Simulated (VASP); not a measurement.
# CaS (Fm-3m) in VASP: settings compared

Aim: see how the results for CaS move with the level of theory and the settings. Levels: PBEsol, LDA. Tasks: relaxation of cell and atoms.

Program: VASP 6.6.1. These are calculated values, not measurements. Logs are shortened: lines on timing, memory, paths and dates and some standing lists are left out, and cuts for length are marked.

## Step 1: The structure

The structure is cubic, space group Fm-3m (No. 225). Conventional cell: a = 5.705 Å, b = 5.705 Å, c = 5.705 Å, α = 90.00°, β = 90.00°, γ = 90.00°. Ca (site symmetry m-3m) has 6 S at 2.85 Å as nearest neighbours. Around S (site symmetry m-3m) lie 6 Ca at 2.85 Å.

The cell comes from a database or a generator and needn't be the stable form of this composition.

## Step 2: Relaxation of cell and atoms, PBEsol

The input, INCAR:

```
SYSTEM = CaS
PREC     = Accurate       ! precision mode
ENCUT    = 600            ! plane-wave cutoff, eV
EDIFF    = 1E-7           ! SCF threshold, eV
ISMEAR   = 0              ! smearing method
SIGMA    = 0.02           ! smearing width, eV
LREAL    = .FALSE.        ! projectors in reciprocal space
LASPH    = .TRUE.         ! aspherical terms in the spheres
NELM     = 100            ! most SCF steps
ALGO     = Normal         ! electronic algorithm
ISIF     = 3              ! what is computed and relaxed
LWAVE    = .FALSE.        ! write WAVECAR
LCHARG   = .FALSE.        ! write CHGCAR
GGA      = PS             ! functional
IBRION   = 2              ! ionic algorithm
NSW      = 90             ! ionic steps
EDIFFG   = -0.005         ! ionic threshold
```

The input, KPOINTS:

```
Automatic mesh
0
G
  8 8 8
  0 0 0
```

The input, POSCAR:

```
CaS
1.0
    0.0000000000      2.8523742900      2.8523742900
    2.8523742900      0.0000000000      2.8523742900
    2.8523742900      2.8523742900      0.0000000000
Ca S
1 1
Direct
    0.0000000000      0.0000000000      0.0000000000
    0.5000000000      0.5000000000      0.5000000000
```

Potentials or basis: VASP PAW PBE potentials, release 64 (Ca_sv, S).

Launch:

```console
cat potpaw_PBE.64/Ca_sv/POTCAR potpaw_PBE.64/S/POTCAR > POTCAR
mpirun -np 1 vasp_std > vasp.out
```

OUTCAR:

```text
SYSTEM = CaS
   PREC = Accurate
   ENCUT = 600
   EDIFF = 1E-7
   ISMEAR = 0
   LREAL = .FALSE.
   LASPH = .TRUE.
   NELM = 100
   ISIF = 3
   GGA = PS
   IBRION = 2
   NSW = 90
   EDIFFG = -0.005

 ion  position               nearest neighbor table
   1  0.000  0.000  0.000-   2 2.85   2 2.85   2 2.85   2 2.85   2 2.85   2 2.85
   2  0.500  0.500  0.500-   1 2.85   1 2.85   1 2.85   1 2.85   1 2.85   1 2.85

  LATTYP: Found a face centered cubic cell.
 ALAT       =     5.7047485800

  Lattice vectors:

 A1 = (   0.0000000000,   2.8523742900,   2.8523742900)
 A2 = (   2.8523742900,   0.0000000000,   2.8523742900)
 A3 = (   2.8523742900,   2.8523742900,   0.0000000000)

Analysis of symmetry for initial positions (statically):
=====================================================================
 Subroutine PRICEL returns:
 Original cell was already a primitive cell.

 Routine SETGRP: Setting up the symmetry group for a
 face centered cubic supercell.

 Subroutine GETGRP returns: Found 48 space group operations
 (whereof 48 operations were pure point group operations)
 out of a pool of 48 trial point group operations.

The static configuration has the point symmetry O_h .

Analysis of symmetry for dynamics (positions and initial velocities):
=====================================================================
 Subroutine PRICEL returns:
 Original cell was already a primitive cell.

 Routine SETGRP: Setting up the symmetry group for a
 face centered cubic supercell.

 Subroutine GETGRP returns: Found 48 space group operations
 (whereof 48 operations were pure point group operations)
 out of a pool of 48 trial point group operations.

The dynamic configuration has the point symmetry O_h .

 Subroutine INISYM returns: Found 48 space group operations
 (whereof 48 operations are pure point group operations),
 and found     1 'primitive' translations

----------------------------------------------------------------------------------------

                                     Primitive cell

  volume of cell :      46.4141

  direct lattice vectors                    reciprocal lattice vectors
     0.000000000  2.852374290  2.852374290    -0.175292563  0.175292563  0.175292563
     2.852374290  0.000000000  2.852374290     0.175292563 -0.175292563  0.175292563
     2.852374290  2.852374290  0.000000000     0.175292563  0.175292563 -0.175292563

  length of vectors
     4.033866406  4.033866406  4.033866406     0.303615625  0.303615625  0.303615625

  position of ions in fractional coordinates (direct lattice)
     0.000000000  0.000000000  0.000000000
     0.500000000  0.500000000  0.500000000

  ion indices of the primitive-cell ions
   primitive index   ion index
                 1           1
                 2           2

----------------------------------------------------------------------------------------

 KPOINTS: Automatic mesh

Automatic generation of k-mesh.
 Grid dimensions read from file:
 generate k-points for:    8    8    8

 Generating k-lattice:

  Cartesian coordinates                     Fractional coordinates (reciprocal lattice)
    -0.021911570  0.021911570  0.021911570     0.125000000  0.000000000  0.000000000
     0.021911570 -0.021911570  0.021911570     0.000000000  0.125000000  0.000000000
     0.021911570  0.021911570 -0.021911570     0.000000000  0.000000000  0.125000000

  Length of vectors
     0.037951953  0.037951953  0.037951953

  Shift w.r.t. Gamma in fractional coordinates (k-lattice)
     0.000000000  0.000000000  0.000000000

 Subroutine IBZKPT returns following result:
 ===========================================

 Found     29 irreducible k-points:

 Following reciprocal coordinates:
            Coordinates               Weight
  0.000000  0.000000  0.000000      1.000000
  0.125000  0.000000  0.000000      8.000000
  0.250000  0.000000  0.000000      8.000000
  0.375000  0.000000  0.000000      8.000000
  0.500000  0.000000  0.000000      4.000000
  0.125000  0.125000  0.000000      6.000000
[... 16 lines left out ...]
  0.500000  0.250000  0.125000     48.000000
 -0.375000  0.250000  0.125000     24.000000
 [... further k-points ...]
   k-points           NKPTS =     29   k-points in BZ     NKDIM =     29   number of bands    NBANDS=     12
   number of dos      NEDOS =    301   number of ions     NIONS =      2
   total plane-waves  NPLWV =  32768
   dimension x,y,z NGX =    32 NGY =   32 NGZ =   32
   dimension x,y,z NGXF=    64 NGYF=   64 NGZF=   64
   ions per type =               1   1
   NGX,Y,Z   is equivalent  to a cutoff of  13.19, 13.19, 13.19 a.u.
   NGXF,Y,Z  is equivalent  to a cutoff of  26.38, 26.38, 26.38 a.u.
 SYSTEM =  CaS
   PREC   = accura    normal or accurate (medium, high low for compatibility)
   ISTART =      0    job   : 0-new  1-cont  2-samecut
   ICHARG =      2    charge: 1-file 2-atom 10-const
   ISPIN  =      1    spin polarized calculation?
   LNONCOLLINEAR =      F non collinear calculations
   LSORBIT =      F    spin-orbit coupling
   LASPH  =      T    aspherical Exc in radial PAW
   ENCUT  =  600.0 eV  44.10 Ry    6.64 a.u.   8.06  8.06  8.06*2*pi/ulx,y,z
   NELM   =    100;   NELMIN=  2; NELMDL= -5     # of ELM steps
   EDIFF  = 0.1E-06   stopping-criterion for ELM
   LREAL  =      F    real-space projection
   EDIFFG = -.5E-02   stopping-criterion for IOM
   NSW    =     90    number of steps for IOM
   IBRION =      2    ionic relax: 0-MD 1-quasi-New 2-CG
   NFREE  =      1    steps in history (QN), initial steepest desc. (CG)
   ISIF   =      3    stress and relaxation
   ISYM   =      2    0-nonsym 1-usesym 2-fastsym
   POTIM  = 0.5000    time-step for ionic-motion
   TEBEG  =    0.0;   TEEND  =   0.0 temperature during run
   PSTRESS=    0.0 pullay stress
   NELECT =      16.0000    total number of electrons
   NUPDOWN=      -1.0000    fix difference up-down
   EMIN   =  10.00;   EMAX   =-10.00  energy-range for DOS
   EFERMI =   0.00;   METHOD = LEGACY
   ISMEAR =     0;   SIGMA  =   0.02  broadening in eV -4-tet -1-fermi 0-gaus
   EFERMI_NEDOS =   21; number of points for ismear=-14 and -15
   IALGO  =     38    algorithm
   IMIX   =      4    mixing-type and parameters
     AMIX     =   0.40;   BMIX     =  1.00
     AMIX_MAG =   1.60;   BMIX_MAG =  1.00
  volume/ion in A,a.u.               =      23.21       156.61
  Fermi-wavevector in a.u.,A,eV,Ry     =   1.147885  2.169188 17.927575  1.317640
  Thomas-Fermi vector in A             =   2.284563
   LORBIT       =      0    0 simple, 1 ext, 2 COOP (PROOUT), +10 PAW based schemes
   GGA     = PS    functional components
   LHFCALC =     F    Hartree Fock is set to
   AEXX    =    0.0000 exact exchange contribution
   IVDW    =     0    specifies the selected vdW correction
   LEPSILON=     F    determine dielectric tensor
   LRPA    =     F    only Hartree local field effects (RPA)
 conjugate gradient relaxation of ions
 non-spin polarized calculation
 Gauss-broadening in eV      SIGMA  =   0.02
  energy-cutoff  :      600.00
  volume of cell :       46.41
 maximum number of plane-waves:      1572
   NGX = 17   NGY = 17   NGZ = 17

--------------------------------------- Ionic step        1  -------------------------------------------

 number of electron      16.0000000 magnetization

 Free energy of the ion-electron system (eV)
  ---------------------------------------------------
  ext. energy  EPLUGINS =         0.00000000
  ---------------------------------------------------
  free energy    TOTEN  =       -10.90777323 eV

  energy without entropy =      -10.90777323  energy(sigma->0) =      -10.90777323

------------------------ aborting loop because EDIFF is reached ----------------------------------------

  FORCE on cell =-STRESS in cart. coord.  units (eV):
  Direction    XX          YY          ZZ          XY          YZ          ZX
  --------------------------------------------------------------------------------------
  -------------------------------------------------------------------------------------
  Total       -0.5642271     -0.5642271     -0.5642271     -0.0000000      0.0000000     -0.0000000
  in kB      -19.4766815    -19.4766815    -19.4766815     -0.0000000      0.0000000     -0.0000000
  external PRESSURE =     -19.4766815 kB  Pullay stress =       0.0000000 kB
[... 57 lines left out ...]
  energy  without entropy=      -10.9170345132  energy(sigma->0) =      -10.91703451

--------------------------------------- Ionic step        3  -------------------------------------------

 number of electron      15.9999999 magnetization

 Free energy of the ion-electron system (eV)
  ---------------------------------------------------
  ext. energy  EPLUGINS =         0.00000000
  ---------------------------------------------------
  free energy    TOTEN  =       -10.91747670 eV

  energy without entropy =      -10.91747670  energy(sigma->0) =      -10.91747670

 E-fermi :   3.0122     XC(G=0):  -9.6320

 val. band max:        2.8571892965   @ k =   0.0000   0.0000   0.0000
 cond. band min:       5.0198044241   @ k =   0.5000   0.5000   0.0000
 fundamental gap:      2.1626151276
 Fermi energy:         3.0121862695

 k-point     1 :       0.0000    0.0000    0.0000
  band No.  band energies     occupation
      1     -36.0402      2.00000
      2     -17.1065      2.00000
      3     -17.1065      2.00000
      4     -17.1065      2.00000
      5      -8.5705      2.00000
      6       2.8572      2.00000
      7       2.8572      2.00000
      8       2.8572      2.00000
      9       6.9343      0.00000
     10       6.9343      0.00000
     11       6.9343      0.00000
     12       7.0072      0.00000
[... 331 lines left out ...]
 k-point    24 :      -0.3750    0.2500    0.1250
  band No.  band energies     occupation
      1     -36.0242      2.00000
      2     -17.2680      2.00000
      3     -17.1647      2.00000
      4     -17.1371      2.00000
      5      -7.7198      2.00000
      6       0.0828      2.00000
      7       1.2700      2.00000
      8       1.6155      2.00000
      9       7.7872      0.00000
     10       8.1364      0.00000
     11       9.3689      0.00000
     12       9.6999      0.00000

 [... further k-points ...]

------------------------ aborting loop because EDIFF is reached ----------------------------------------

  FORCE on cell =-STRESS in cart. coord.  units (eV):
  Direction    XX          YY          ZZ          XY          YZ          ZX
  --------------------------------------------------------------------------------------
  -------------------------------------------------------------------------------------
  Total        0.0008878      0.0008878      0.0008878      0.0000000      0.0000000      0.0000000
  in kB        0.0317072      0.0317072      0.0317072      0.0000000      0.0000000      0.0000000
  external PRESSURE =       0.0317072 kB  Pullay stress =       0.0000000 kB
[... 17 lines left out ...]
  FREE ENERGIE OF THE ION-ELECTRON SYSTEM (eV)
  ---------------------------------------------------
  free  energy   TOTEN  =       -10.9174766976 eV

  energy  without entropy=      -10.9174766976  energy(sigma->0) =      -10.91747670

 reached required accuracy - stopping structural energy minimisation
```

Wall time 36 s (1 thread of Intel Xeon Platinum 8488C (Sapphire Rapids), shared host); peak memory 0.19 GiB.

What came out:

| Item | Value |
| --- | --- |
| Free energy | -10.9175 eV |
| Relaxed volume | 22.43 Å³/atom |
| Relaxed cell | a = 3.988 Å, b = 3.988 Å, c = 3.988 Å, α = 60.00°, β = 60.00°, γ = 60.00° |
| Space group after relaxing (to 0.05 Å) | Fm-3m (No. 225) |
| Energy gained by relaxing | 4.9 meV/atom |
| Ionic steps | 3 |
| Pressure after relaxing | 0.0 GPa |
| Band gap on the k mesh | 2.16 eV, indirect (least direct gap 3.00 eV) |

The path:
| step | energy change (eV) | largest force (eV/Å) | pressure (GPa) | volume (Å³) |
| --- | --- | --- | --- | --- |
| 1 | 0.0000 | 0.0000 | -1.95 | 46.41 |
| 2 | -0.0093 | 0.0000 | 0.45 | 44.54 |
| 3 | -0.0097 | 0.0000 | 0.00 | 44.86 |

Final structure:
```
CELL_PARAMETERS angstrom
0.00000 2.82024 2.82024
2.82024 0.00000 2.82024
2.82024 2.82024 0.00000
ATOMIC_POSITIONS crystal
Ca 0.00000 0.00000 0.00000
S 0.50000 0.50000 0.50000
```

Levels at points of the mesh, in eV from the valence-band top:
```tsv
k point	band 4	band 5	band 6	band 7	band 8	band 9	band 10	band 11	band 12
(0.00, 0.00, 0.00)	-19.96	-11.43	0.00	0.00	0.00	4.08	4.08	4.08	4.15
(0.50, 0.00, 0.00)	-19.98	-10.53	-3.26	-1.24	-1.24	5.11	6.11	6.25	6.25
(0.50, 0.50, 0.00)	-20.02	-10.76	-2.38	-0.84	-0.84	2.16	5.63	6.03	6.89
```

Caveat: the PAW data sets were made with another functional, which shifts forces and pressure a little.

## Step 3: Relaxation of cell and atoms, LDA

Changes to INCAR since step 2:

```diff
@@ -13,3 +13,2 @@
 LCHARG   = .FALSE.        ! write CHGCAR
-GGA      = PS             ! functional
 IBRION   = 2              ! ionic algorithm
```

KPOINTS is that of step 2.

POSCAR is that of step 2.

Potentials or basis: VASP PAW LDA potentials, release 64 (Ca_sv, S).

Launch:

```console
cat potpaw_LDA.64/Ca_sv/POTCAR potpaw_LDA.64/S/POTCAR > POTCAR
mpirun -np 1 vasp_std > vasp.out
```

Run time: 30 s. Hardware: 1 thread of Intel Xeon Platinum 8488C (Sapphire Rapids), shared host; peak memory 0.17 GiB.

Results (log left out):

| Item | Value |
| --- | --- |
| Free energy | -11.4344 eV |
| Relaxed volume | 21.63 Å³/atom |
| Relaxed cell | a = 3.940 Å, b = 3.940 Å, c = 3.940 Å, α = 60.00°, β = 60.00°, γ = 60.00° |
| Space group after relaxing (to 0.05 Å) | Fm-3m (No. 225) |
| Energy gained by relaxing | 21.4 meV/atom |
| Ionic steps | 3 |
| Pressure after relaxing | 0.0 GPa |
| Band gap on the k mesh | 1.97 eV, indirect (least direct gap 2.84 eV) |

Step by step:
```csv
step,energy change (eV),largest force (eV/Å),pressure (GPa),volume (Å³)
1,0.0000,0.0000,-4.10,46.41
2,-0.0403,0.0000,1.18,42.54
3,-0.0429,0.0000,0.01,43.26
```

Final structure:
```cif
data_structure
_symmetry_space_group_name_H-M 'P 1'
_symmetry_Int_Tables_number 1
_cell_length_a 3.9402
_cell_length_b 3.9402
_cell_length_c 3.9402
_cell_angle_alpha 60.000
_cell_angle_beta 60.000
_cell_angle_gamma 60.000
_cell_volume 43.26
loop_
_atom_site_label
_atom_site_type_symbol
_atom_site_fract_x
_atom_site_fract_y
_atom_site_fract_z
_atom_site_occupancy
Ca1 Ca 0.00000 0.00000 0.00000 1
S1 S 0.50000 0.50000 0.50000 1
```

Levels at points of the mesh, in eV from the valence-band top:
```tsv
k point	band 5	band 6	band 7	band 8	band 9	band 10	band 11	band 12
(0.00, 0.00, 0.00)	-11.52	0.00	0.00	0.00	3.94	3.94	3.94	4.31
(0.50, 0.00, 0.00)	-10.52	-3.42	-1.34	-1.34	5.15	6.10	6.21	6.21
(0.50, 0.50, 0.00)	-10.81	-2.45	-0.87	-0.87	1.97	5.58	6.10	6.88
```
